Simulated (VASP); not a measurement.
# Ir (Fm-3m) in VASP: a series of runs

One crystal, Ir, is run at these levels: LDA, RPBE; tasks: relaxation of cell and atoms.

Everything below comes from runs of VASP 6.6.1. Logs are shortened: lines on timing, memory, paths and dates and some standing lists are left out, and cuts for length are marked.

## 1. Starting point

It takes space group Fm-3m (No. 225, cubic). Conventional cell: a = 3.831 Å, b = 3.831 Å, c = 3.831 Å, α = 90.00°, β = 90.00°, γ = 90.00°. Around Ir (site symmetry m-3m) lie 12 Ir at 2.71 Å.

## 2. Relaxation of cell and atoms, LDA

INCAR

```
PREC = Accurate ; ENCUT = 600
EDIFF = 1E-6 ; ISMEAR = 1
SIGMA = 0.1 ; LREAL = False
LASPH = True ; NELM = 80
ALGO = Normal ; ISIF = 3
LWAVE = False ; LCHARG = False
IBRION = 2 ; NSW = 90
EDIFFG = -0.01
```

KPOINTS

```
Automatic mesh
0
Gamma
  16 16 16
```

POSCAR

```
Ir
1.0
    0.0000000000      1.9156000000      1.9156000000
    1.9156000000      0.0000000000      1.9156000000
    1.9156000000      1.9156000000      0.0000000000
Ir
1
Direct
    0.0000000000      0.0000000000      0.0000000000
```

Potentials or basis: VASP PAW LDA potentials, release 64 (Ir).

Started as:

```bash
$ cat potpaw_LDA.64/Ir/POTCAR > POTCAR
$ mpirun -np 1 vasp_std > vasp.out
```

OUTCAR:

```text
PREC = Accurate
   ENCUT = 600
   EDIFF = 1E-6
   ISMEAR = 1
   LREAL = False
   LASPH = True
   NELM = 80
   ISIF = 3
   IBRION = 2
   NSW = 90
   EDIFFG = -0.01

 ion  position               nearest neighbor table
   1  0.000  0.000  0.000-

  LATTYP: Found a face centered cubic cell.
 ALAT       =     3.8312000000

  Lattice vectors:

 A1 = (   0.0000000000,   1.9156000000,   1.9156000000)
 A2 = (   1.9156000000,   0.0000000000,   1.9156000000)
 A3 = (   1.9156000000,   1.9156000000,   0.0000000000)

Analysis of symmetry for initial positions (statically):
=====================================================================
 Subroutine PRICEL returns:
 Original cell was already a primitive cell.

 Routine SETGRP: Setting up the symmetry group for a
 face centered cubic supercell.

 Subroutine GETGRP returns: Found 48 space group operations
 (whereof 48 operations were pure point group operations)
 out of a pool of 48 trial point group operations.

The static configuration has the point symmetry O_h .

Analysis of symmetry for dynamics (positions and initial velocities):
=====================================================================
 Subroutine PRICEL returns:
 Original cell was already a primitive cell.

 Routine SETGRP: Setting up the symmetry group for a
 face centered cubic supercell.

 Subroutine GETGRP returns: Found 48 space group operations
 (whereof 48 operations were pure point group operations)
 out of a pool of 48 trial point group operations.

The dynamic configuration has the point symmetry O_h .

 Subroutine INISYM returns: Found 48 space group operations
 (whereof 48 operations are pure point group operations),
 and found     1 'primitive' translations

----------------------------------------------------------------------------------------

                                     Primitive cell

  volume of cell :      14.0587

  direct lattice vectors                    reciprocal lattice vectors
     0.000000000  1.915600000  1.915600000    -0.261014826  0.261014826  0.261014826
     1.915600000  0.000000000  1.915600000     0.261014826 -0.261014826  0.261014826
     1.915600000  1.915600000  0.000000000     0.261014826  0.261014826 -0.261014826

  length of vectors
     2.709067500  2.709067500  2.709067500     0.452090940  0.452090940  0.452090940

  position of ions in fractional coordinates (direct lattice)
     0.000000000  0.000000000  0.000000000

  ion indices of the primitive-cell ions
   primitive index   ion index
                 1           1

----------------------------------------------------------------------------------------

 KPOINTS: Automatic mesh

Automatic generation of k-mesh.
 Grid dimensions read from file:
 generate k-points for:   16   16   16

 Generating k-lattice:

  Cartesian coordinates                     Fractional coordinates (reciprocal lattice)
    -0.016313427  0.016313427  0.016313427     0.062500000  0.000000000  0.000000000
     0.016313427 -0.016313427  0.016313427     0.000000000  0.062500000  0.000000000
     0.016313427  0.016313427 -0.016313427     0.000000000  0.000000000  0.062500000

  Length of vectors
     0.028255684  0.028255684  0.028255684

  Shift w.r.t. Gamma in fractional coordinates (k-lattice)
     0.000000000  0.000000000  0.000000000

 Subroutine IBZKPT returns following result:
 ===========================================

 Found    145 irreducible k-points:

 Following reciprocal coordinates:
            Coordinates               Weight
  0.000000  0.000000  0.000000      1.000000
  0.062500  0.000000  0.000000      8.000000
  0.125000  0.000000  0.000000      8.000000
  0.187500  0.000000  0.000000      8.000000
  0.250000  0.000000  0.000000      8.000000
  0.312500  0.000000  0.000000      8.000000
[... 16 lines left out ...]
 -0.125000  0.062500  0.000000     24.000000
 -0.062500  0.062500  0.000000     12.000000
 [... further k-points ...]
   k-points           NKPTS =    145   k-points in BZ     NKDIM =    145   number of bands    NBANDS=      8
   number of dos      NEDOS =    301   number of ions     NIONS =      1
   total plane-waves  NPLWV =  13824
   dimension x,y,z NGX =    24 NGY =   24 NGZ =   24
   dimension x,y,z NGXF=    48 NGYF=   48 NGZF=   48
   ions per type =               1
   NGX,Y,Z   is equivalent  to a cutoff of  14.73, 14.73, 14.73 a.u.
   NGXF,Y,Z  is equivalent  to a cutoff of  29.46, 29.46, 29.46 a.u.
 SYSTEM =  unknown system
   PREC   = accura    normal or accurate (medium, high low for compatibility)
   ISTART =      0    job   : 0-new  1-cont  2-samecut
   ICHARG =      2    charge: 1-file 2-atom 10-const
   ISPIN  =      1    spin polarized calculation?
   LNONCOLLINEAR =      F non collinear calculations
   LSORBIT =      F    spin-orbit coupling
   LASPH  =      T    aspherical Exc in radial PAW
   ENCUT  =  600.0 eV  44.10 Ry    6.64 a.u.   5.41  5.41  5.41*2*pi/ulx,y,z
   NELM   =     80;   NELMIN=  2; NELMDL= -5     # of ELM steps
   EDIFF  = 0.1E-05   stopping-criterion for ELM
   LREAL  =      F    real-space projection
   EDIFFG = -.1E-01   stopping-criterion for IOM
   NSW    =     90    number of steps for IOM
   IBRION =      2    ionic relax: 0-MD 1-quasi-New 2-CG
   NFREE  =      1    steps in history (QN), initial steepest desc. (CG)
   ISIF   =      3    stress and relaxation
   ISYM   =      2    0-nonsym 1-usesym 2-fastsym
   POTIM  = 0.5000    time-step for ionic-motion
   TEBEG  =    0.0;   TEEND  =   0.0 temperature during run
   PSTRESS=    0.0 pullay stress
   NELECT =       9.0000    total number of electrons
   NUPDOWN=      -1.0000    fix difference up-down
   EMIN   =  10.00;   EMAX   =-10.00  energy-range for DOS
   EFERMI =   0.00;   METHOD = LEGACY
   ISMEAR =     1;   SIGMA  =   0.10  broadening in eV -4-tet -1-fermi 0-gaus
   EFERMI_NEDOS =   21; number of points for ismear=-14 and -15
   IALGO  =     38    algorithm
   IMIX   =      4    mixing-type and parameters
     AMIX     =   0.40;   BMIX     =  1.00
     AMIX_MAG =   1.60;   BMIX_MAG =  1.00
  volume/ion in A,a.u.               =      14.06        94.87
  Fermi-wavevector in a.u.,A,eV,Ry     =   1.410937  2.666284 27.085691  1.990742
  Thomas-Fermi vector in A             =   2.532839
   LORBIT       =      0    0 simple, 1 ext, 2 COOP (PROOUT), +10 PAW based schemes
   GGA     = CA    functional components
   LHFCALC =     F    Hartree Fock is set to
   AEXX    =    0.0000 exact exchange contribution
   IVDW    =     0    specifies the selected vdW correction
   LEPSILON=     F    determine dielectric tensor
   LRPA    =     F    only Hartree local field effects (RPA)
 conjugate gradient relaxation of ions
 non-spin polarized calculation
 Methfessel and Paxton  Order N= 1 SIGMA  =   0.10
  energy-cutoff  :      600.00
  volume of cell :       14.06
 maximum number of plane-waves:       493
 NGX is ok and might be reduce to    24
   NGX = 11   NGY = 11   NGZ = 11

--------------------------------------- Ionic step        1  -------------------------------------------

 number of electron       9.0000000 magnetization

 Free energy of the ion-electron system (eV)
  ---------------------------------------------------
  ext. energy  EPLUGINS =         0.00000000
  ---------------------------------------------------
  free energy    TOTEN  =       -10.31444222 eV

  energy without entropy =      -10.31419686  energy(sigma->0) =      -10.31436043

------------------------ aborting loop because EDIFF is reached ----------------------------------------

  FORCE on cell =-STRESS in cart. coord.  units (eV):
  Direction    XX          YY          ZZ          XY          YZ          ZX
  --------------------------------------------------------------------------------------
  -------------------------------------------------------------------------------------
  Total       -0.3018152     -0.3018152     -0.3018152     -0.0000000     -0.0000000      0.0000000
  in kB      -34.3959429    -34.3959429    -34.3959429     -0.0000000     -0.0000000      0.0000000
  external PRESSURE =     -34.3959429 kB  Pullay stress =       0.0000000 kB

 VOLUME and BASIS-vectors are now :
 -----------------------------------------------------------------------------
  energy-cutoff  :      600.00
  volume of cell :       14.06
      direct lattice vectors                 reciprocal lattice vectors
     0.000000000  1.915600000  1.915600000    -0.261014826  0.261014826  0.261014826
     1.915600000  0.000000000  1.915600000     0.261014826 -0.261014826  0.261014826
     1.915600000  1.915600000  0.000000000     0.261014826  0.261014826 -0.261014826
[... 36 lines left out ...]
 POSITION                                       TOTAL-FORCE (eV/Angst)
 -----------------------------------------------------------------------------------
      1.88771     -0.00000      1.88771         0.000000     -0.000000      0.000000
 -----------------------------------------------------------------------------------
    total drift:                                0.000000     -0.000000      0.000000

  FREE ENERGIE OF THE ION-ELECTRON SYSTEM (eV)
  ---------------------------------------------------
  free  energy   TOTEN  =       -10.2931185384 eV

  energy  without entropy=      -10.2928364283  energy(sigma->0) =      -10.29302450

--------------------------------------- Ionic step        3  -------------------------------------------

 number of electron       9.0000000 magnetization

 Free energy of the ion-electron system (eV)
  ---------------------------------------------------
  ext. energy  EPLUGINS =         0.00000000
  ---------------------------------------------------
  free energy    TOTEN  =       -10.31576213 eV

  energy without entropy =      -10.31550822  energy(sigma->0) =      -10.31567749

 E-fermi :  10.5692     XC(G=0): -14.2244

 val. band max:       10.5669265137   @ k =  -0.3750   0.1875   0.0000
 cond. band min:      10.5696668912   @ k =   0.3750   0.0625   0.0000
 fundamental gap:      0.0027403776
 Fermi energy:        10.5692264788

 k-point     1 :       0.0000    0.0000    0.0000
  band No.  band energies     occupation
      1      -0.6932      2.00000
      2       6.5713      2.00000
      3       6.5713      2.00000
      4       6.5713      2.00000
      5       9.3646      2.00000
      6       9.3646      2.00000
      7      24.8848      0.00000
      8      30.5139      0.00000

 k-point     2 :       0.0625    0.0000    0.0000
  band No.  band energies     occupation
      1      -0.5164      2.00000
      2       6.4767      2.00000
      3       6.6486      2.00000
      4       6.6486      2.00000
      5       9.3140      2.00000
      6       9.3140      2.00000
      7      25.1934      0.00000
      8      29.6131      0.00000
[... 221 lines left out ...]
 k-point    23 :      -0.1250    0.0625    0.0000
  band No.  band energies     occupation
      1       0.3675      2.00000
      2       6.0433      2.00000
      3       6.9844      2.00000
      4       7.0093      2.00000
      5       8.8731      2.00000
      6       9.4780      2.00000
      7      26.5918      0.00000
      8      27.3912      0.00000

 k-point    24 :      -0.0625    0.0625    0.0000
  band No.  band energies     occupation
      1      -0.2284      2.00000
      2       6.3055      2.00000
      3       6.7559      2.00000
      4       6.8111      2.00000
      5       9.0982      2.00000
      6       9.3903      2.00000
      7      25.6822      0.00000
      8      28.8009      0.00000

 [... further k-points ...]

------------------------ aborting loop because EDIFF is reached ----------------------------------------

  FORCE on cell =-STRESS in cart. coord.  units (eV):
  Direction    XX          YY          ZZ          XY          YZ          ZX
  --------------------------------------------------------------------------------------
  -------------------------------------------------------------------------------------
  Total       -0.0050336     -0.0050336     -0.0050336     -0.0000000      0.0000000     -0.0000000
  in kB       -0.5785892     -0.5785892     -0.5785892     -0.0000000      0.0000000     -0.0000000
  external PRESSURE =      -0.5785892 kB  Pullay stress =       0.0000000 kB

 VOLUME and BASIS-vectors are now :
 -----------------------------------------------------------------------------
  energy-cutoff  :      600.00
  volume of cell :       13.94
      direct lattice vectors                 reciprocal lattice vectors
    -0.000000000  1.910132770  1.910132770    -0.261761909  0.261761909  0.261761909
     1.910132770 -0.000000000  1.910132770     0.261761909 -0.261761909  0.261761909
     1.910132770  1.910132770 -0.000000000     0.261761909  0.261761909 -0.261761909

 POSITION                                       TOTAL-FORCE (eV/Angst)
 -----------------------------------------------------------------------------------
      0.00000      0.00000      0.00000        -0.000000     -0.000000      0.000000
 -----------------------------------------------------------------------------------
    total drift:                               -0.000000     -0.000000     -0.000000

  FREE ENERGIE OF THE ION-ELECTRON SYSTEM (eV)
  ---------------------------------------------------
  free  energy   TOTEN  =       -10.3157621260 eV

  energy  without entropy=      -10.3155082179  energy(sigma->0) =      -10.31567749

 reached required accuracy - stopping structural energy minimisation
```

Run time: 19 s. Hardware: 1 thread of Intel Xeon 6975P-C (Granite Rapids), shared host; peak memory 0.17 GiB.

What came out:

```
Free energy                            : -10.3158 eV
Relaxed volume                         : 13.94 Å³/atom
Relaxed cell                           : a = 2.701 Å, b = 2.701 Å, c = 2.701 Å, α = 60.00°, β = 60.00°, γ = 60.00°
Space group after relaxing (to 0.05 Å) : Fm-3m (No. 225)
Energy gained by relaxing              : 1.3 meV/atom
Ionic steps                            : 3
Pressure after relaxing                : -0.1 GPa
Band gap on the k mesh                 : none (metal or under the smearing width)
```

Step by step:
| step | energy change (eV) | largest force (eV/Å) | pressure (GPa) | volume (Å³) |
| --- | --- | --- | --- | --- |
| 1 | 0.0000 | 0.0000 | -3.44 | 14.06 |
| 2 | 0.0213 | 0.0000 | 15.56 | 13.45 |
| 3 | -0.0013 | 0.0000 | -0.06 | 13.94 |

Final structure:
```
Ir
1.0
     0.00000    1.91013    1.91013
     1.91013    0.00000    1.91013
     1.91013    1.91013    0.00000
Ir
1
Direct
  0.00000 0.00000 0.00000
```

Levels at points of the mesh, in eV from the Fermi level:
```csv
k point,band 1,band 2,band 3,band 4,band 5,band 6,band 7,band 8
"(0.00, 0.00, 0.00)",-11.26,-4.00,-4.00,-4.00,-1.20,-1.20,14.32,19.94
"(0.50, 0.00, 0.00)",-8.27,-4.09,-4.09,-0.75,0.94,0.94,7.43,13.86
"(0.50, 0.50, 0.00)",-8.08,-7.52,0.92,1.52,1.52,1.74,10.73,11.77
```

The run has no spin-orbit coupling, so splittings on Ir are missing. LDA usually gives volumes a few per cent too small.

[end of part 1 of 2]
